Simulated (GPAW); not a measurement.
# W2C (P-3m1) in GPAW: reference runs

How does W2C come out in PBE? The cell is run as given.

All numbers are computed with GPAW 26.7.0; they aren't measurements. Logs are shortened: lines on timing, memory, paths and dates and some standing lists are left out, and cuts for length are marked. The log counts tension as positive stress, the text compression.

## 1. The crystal as given

It takes space group P-3m1 (No. 164, trigonal). The conventional cell has a = 3.070 Å, b = 3.070 Å, c = 4.678 Å, α = 90.00°, β = 90.00°, γ = 120.00°. W (site symmetry 3m) is surrounded by 3 C at 2.13 Å. C (site symmetry -3m) has 6 W at 2.13 Å as nearest neighbours.

The cell comes from a database or a generator and needn't be the stable form of this composition.

## 2. Single point, PBE

Input file run.py:

```python
from ase import Atoms
from ase.dft.bandgap import bandgap
from ase.io import write
from ase.units import Bohr, GPa
from gpaw import GPAW, PW
from gpaw.elf import elf_from_dft_calculation

atoms = Atoms(['W', 'W', 'C'],
              cell=[[3.070045642, 0.0, 0.0],
                    [-1.535022821, 2.6587375167, 0.0],
                    [0.0, 0.0, 4.678428]],
              scaled_positions=[[0.6666666667, 0.3333333333, 0.253669],
                                [0.3333333333, 0.6666666667, 0.746331],
                                [0.0, 0.0, 0.0]],
              pbc=True)

calc = GPAW(mode=PW(800),
            xc='PBE',
            kpts={'size': (10, 10, 6), 'gamma': True},
            occupations={'name': 'fermi-dirac', 'width': 0.05},
            nbands=30,
            convergence={'density': 1e-05, 'energy': 1e-05},
            maxiter=150,
            txt='gpaw.txt')
atoms.calc = calc
energy = atoms.get_potential_energy()
forces = atoms.get_forces()
stress = atoms.get_stress()
calc.write('gs.gpw')
write('result.traj', atoms)
print(f'Energy: {energy:.6f} eV')
print('Forces (eV/A):')
print(forces.round(4))
print('Stress (GPa):', (stress / GPa).round(3))
print('Fermi level:', round(calc.get_fermi_level(), 4), 'eV')
print(f'Gap: {bandgap(calc)[0]:.4f} eV, direct: {bandgap(calc, direct=True)[0]:.4f} eV')

# fields on the real-space grid
write('density.cube', atoms, data=calc.get_pseudo_density() * Bohr**3)
write('potential.cube', atoms, data=calc.get_electrostatic_potential())
write('elf.cube', atoms, data=elf_from_dft_calculation(calc).data)
```

Potentials or basis: GPAW PAW data sets (gpaw-data 1.2.1), pw.

The run is started by

```bash
> OMP_NUM_THREADS=1 python run.py
```

gpaw.txt:

```text
__  _  _
 | _ |_)|_||  |
 |__||  | ||/\| - 26.7.0

Input parameters:
  mode=PW(ecut=800.0),
  convergence={'density': 1e-05, 'energy': 1e-05},
  kpts=MonkhorstPack(size=(10, 10, 6), gamma=True),
  maxiter=150,
  nbands=30,
  occupations=Occupations(name='fermi-dirac', width=0.05),
  xc=XC(name='PBE')

Diagonalizing LCAO Hamiltonian
Converting LCAO to pw mode

         W

            W

       C

Atoms  # Å, Bohr magnetons
|   | symbol |         x |        y |        z |    initial magnetic moments |
|---|--------|-----------|----------|----------|-----------------------------|
| 0 |      W |  1.535023 | 0.886246 | 1.186772 | ( 0.0000,  0.0000,  0.0000) |
| 1 |      W | -0.000000 | 1.772492 | 3.491656 | ( 0.0000,  0.0000,  0.0000) |
| 2 |      C |  0.000000 | 0.000000 | 0.000000 | ( 0.0000,  0.0000,  0.0000) |

Unit cell  # Å
| periodic |         x |        y |        z |  lengths |     angles |
|----------|-----------|----------|----------|----------|------------|
|      yes |  3.070046 | 0.000000 | 0.000000 | 3.070046 |  90.000000 |
|      yes | -1.535023 | 2.658738 | 0.000000 | 3.070046 |  90.000000 |
|      yes |  0.000000 | 0.000000 | 4.678428 | 4.678428 | 120.000000 |

Number of symmetries: 12
Symmetry operations  # r_c * U_cc + t_c -> r_c
|    | kind |            matrix            |
|----|------|------------------------------|
|  0 |  σ   |  1, 1, 0,  0,-1, 0,  0, 0, 1 |
|  1 |  S6  |  1, 1, 0, -1, 0, 0,  0, 0,-1 |
|  2 |  E   |  1, 0, 0,  0, 1, 0,  0, 0, 1 |
|  3 |  C2  |  1, 0, 0, -1,-1, 0,  0, 0,-1 |
|  4 |  C2  |  0, 1, 0,  1, 0, 0,  0, 0,-1 |
|  5 |  C3  |  0, 1, 0, -1,-1, 0,  0, 0, 1 |
|  6 |  S6  |  0,-1, 0,  1, 1, 0,  0, 0,-1 |
|  7 |  σ   |  0,-1, 0, -1, 0, 0,  0, 0, 1 |
|  8 |  σ   | -1, 0, 0,  1, 1, 0,  0, 0, 1 |
|  9 |  i   | -1, 0, 0,  0,-1, 0,  0, 0,-1 |
| 10 |  C3  | -1,-1, 0,  1, 0, 0,  0, 0, 1 |
| 11 |  C2  | -1,-1, 0,  0, 1, 0,  0, 0,-1 |

BZ-sampling:
  Number of BZ points: 600
  Number of IBZ points: 72

  Monkhorst-Pack size: [10, 10, 6]
  Monkhorst-Pack shift: [0.05, 0.05, 0.08333333333333333]

K-points  # in reciprocal-cell coordinates
|     |                                coordinates |     weight |
|-----|--------------------------------------------|------------|
|   0 | (  0.00000000,   0.00000000,   0.00000000) | 0.00166667 |
|   1 | (  0.00000000,   0.00000000,   0.16666667) | 0.00333333 |
|   2 | (  0.00000000,   0.00000000,   0.33333333) | 0.00333333 |
|   3 | (  0.00000000,   0.00000000,   0.50000000) | 0.00166667 |
|   4 | (  0.10000000,   0.00000000,  -0.33333333) | 0.01000000 |
|   5 | (  0.10000000,   0.00000000,  -0.16666667) | 0.01000000 |
|   6 | (  0.10000000,   0.00000000,   0.00000000) | 0.01000000 |
|   7 | (  0.10000000,   0.00000000,   0.16666667) | 0.01000000 |
|   8 | (  0.10000000,   0.00000000,   0.33333333) | 0.01000000 |
|   9 | (  0.10000000,   0.00000000,   0.50000000) | 0.01000000 |
| ... |                                            |            |
|  71 | (  0.50000000,   0.50000000,   0.50000000) | 0.00500000 |

Plane wave coefficients: 1980
Cutoff: 800.0 eV

Spin-components: 1 (collinear spins)
Bands:           30
Projectors:      17
Spin-degeneracy: 2
Datatype:        complex128

Density:
  Valence electrons: 32.0
  Components: 1
  Grid points: [21 21 32]
  Charge: 0.0  # |e|

Potential:
  Grid points: [21 21 32]

species:
  W:
    name:    Tungsten
    Z:       74.0
    valence: 14
    core:    60
    charge:  0.0  # [|e|]
    compensation charges:
      type: gauss
      rc: 0.40  # [Å]
      lmax: 2
    cutoffs:
      filter: 2.36  # [Å]
      core: 3.02  # [Å]
    projectors
    | kind |    occ | energy [eV] | rcut [Å] |
    |------|--------|-------------|----------|
    |   5s |  2.000 |     -78.830 |    1.344 |
    |   6s |  2.000 |      -5.697 |    1.344 |
    |   5p |  6.000 |     -43.233 |    1.355 |
    |   6p |  0.000 |      -1.367 |    1.355 |
    |   5d |  4.000 |      -4.494 |    1.228 |
    |    d |        |      22.717 |    1.228 |

    Using partial waves for W as LCAO basis

  C:
    name:    Carbon
    Z:       6.0
    valence: 4
    core:    2
    charge:  0.0  # [|e|]
    compensation charges:
      type: gauss
      rc: 0.20  # [Å]
      lmax: 2
    cutoffs:
      filter: 1.14  # [Å]
      core: 1.14  # [Å]
    projectors
    | kind |    occ | energy [eV] | rcut [Å] |
    |------|--------|-------------|----------|
    |   2s |  2.000 |     -13.751 |    0.635 |
    |   2p |  2.000 |      -5.284 |    0.635 |
    |    s |        |      13.461 |    0.635 |
    |    p |        |      21.927 |    0.635 |
    |    d |        |       0.000 |    0.635 |

    Using partial waves for C as LCAO basis

Reference energy: -878570.971426  # eV

eigensolver:
  PPCG
  Converge bands: occupied
  niter=2

density mixing:
  MSR1-Mixer
  Pratt-step length: 0.05
  Maximum mixing coefficient: 0.75
  Old densities: 10
  SVD Regularization: 0.005
  Good broyden scale: 1.0
  Trust region scale: 1.0
  Backstep threshold: 4.0
  History deletion threshold: 6.0
  Fourier metric: weight=20.0, sigma=0.015

occupation numbers:
  Fermi-Dirac:
    width: 0.0500  # eV

poisson solver:
  ecut: 6400.0  # eV

xc functional:
[... 9 lines left out ...]
|iter     | |      energy | eigst |  dens |
|---------|-|-------------|-------|-------|
|iter:   1| |  -34.144988 | +0.05 |       |
|iter:   2| |  -33.551634 | -2.45 | -1.05 |
|iter:   3| |  -32.252481 | -1.60 | -1.10 |
|iter:   4| |  -32.261186 | -2.98 | -1.74 |
|iter:   5| |  -32.269439 | -3.52 | -2.01 |
|iter:   6| |  -32.270270 | -4.30 | -2.43 |
|iter:   7| |  -32.270282 | -5.91 | -3.38 |
|iter:   8| |  -32.270282c| -7.48c| -4.06 |
|iter:   9| |  -32.270282c| -8.19c| -4.53 |
|iter:  10| |  -32.270282c| -9.40c| -5.58c|

Converged in 10 steps
Energy contributions relative to reference atoms: (reference = -878570.971426)

Energy contributions:
  Kinetic:          17.432792
  Coulomb:         -21.062341
  Zero:              0.017764
  External:          0.000000
  Xc:              -28.649148
  Entropy:          -0.018701
  Spinorbit:         0.000000
  ----------------------------
  Free energy:     -32.279633
  Extrapolated:    -32.270282

dipole moment: (-3.047533, -5.278483, -9.288243)  # |e|*Ang

Fermi level: 14.475
Eigenvalues  # (at kpt = [0.000, 0.000, 0.000])
| band index |      eig [eV] | occ [0-2] |
|------------|---------------|-----------|
|          0 |       -60.105 |     2.000 |
|        ... |               |           |
|         10 |         9.096 |     2.000 |
|         11 |         9.096 |     2.000 |
|         12 |        10.530 |     2.000 |
|         13 |        13.033 |     2.000 |
|         14 |        13.159 |     2.000 |
|         15 |        13.159 |     2.000 |
[... 8 lines left out ...]
|         24 |        24.933 |     0.000 |
|         25 |        28.072 |     0.000 |
|        ... |               |           |
|         29 |        33.794 |     0.000 |

No gap
No difference between direct/indirect transitions

Forces  # eV/Ang
|        x |        y |        z |
|----------|----------|----------|
| -0.00000 | -0.00000 |  0.02722 |  # W    0
|  0.00000 | -0.00000 | -0.02722 |  # W    1
|  0.00000 |  0.00000 |  0.00000 |  # C    2

Stress tensor  # eV/Ang^3
|         x |         y |        z |
|-----------|-----------|----------|
|  0.014599 | -0.000000 | 0.000000 |
| -0.000000 |  0.014599 | 0.000000 |
|  0.000000 |  0.000000 | 0.007164 |

# Writing to gs.gpw (mode='')
```

Wall time 49 s (1 thread of Intel Xeon 6975P-C (Granite Rapids), shared host); peak memory 0.24 GiB.

What came out:

* Free energy: -32.2796 eV
* Pressure: -1.9 GPa
* Largest force: 0.027 eV/Å
* Band gap on the k mesh: none (metal or under the smearing width)

Forces on the atoms (eV/Å):
```
W    0.000  0.000  0.027
W    0.000  0.000 -0.027
C    0.000  0.000  0.000
```

Spin-orbit coupling is left out, which matters for the levels of W.
